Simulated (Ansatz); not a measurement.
# Ti: trigonal deformation path

The calculation used Ansatz, DFT PBEsol, scalar-relativistic, plane waves, PAW. Cutoff 420 eV, Γ-centred 28×28×28 k-points, Gaussian smearing of 0.15 eV. No spin polarisation. Energies are free energies at this smearing, counted from the undisturbed cell; pressure is positive in compression.

The starting cell (relaxed at this level; with this scan's settings it stands at 0.1 GPa; this fcc form isn't the usual structure):

```yaml
crystal:
  lattice:
    - [0.00000, 2.02792, 2.02792]
    - [2.02792, 0.00000, 2.02792]
    - [2.02792, 2.02792, 0.00000]
  atoms:
    - { symbol: Ti, position: [0.00000, 0.00000, 0.00000] }
```

At fixed volume and fractional coordinates, lengths along (0.577, 0.577, 0.577) are scaled against those across it; ρ is that ratio over its starting value. The cell is metallic on the mesh throughout. At ρ = 0.500 the cell becomes cubic (Pm-3m), and there the slope of the energy vanishes by symmetry.

```csv
ρ,ΔE (meV/atom),pressure (GPa)
0.500,793.9,4.3
0.600,651.1,3.1
0.710,375.5,1.2
1.000,0.0,0.1
1.410,354.5,2.3
2.000,1774.9,26.6
```

Cost: 6 runs of about 4.4 core-minutes in all, on Intel Xeon Processor @ 2.50GHz (Skylake/Cascade Lake) (shared hosts).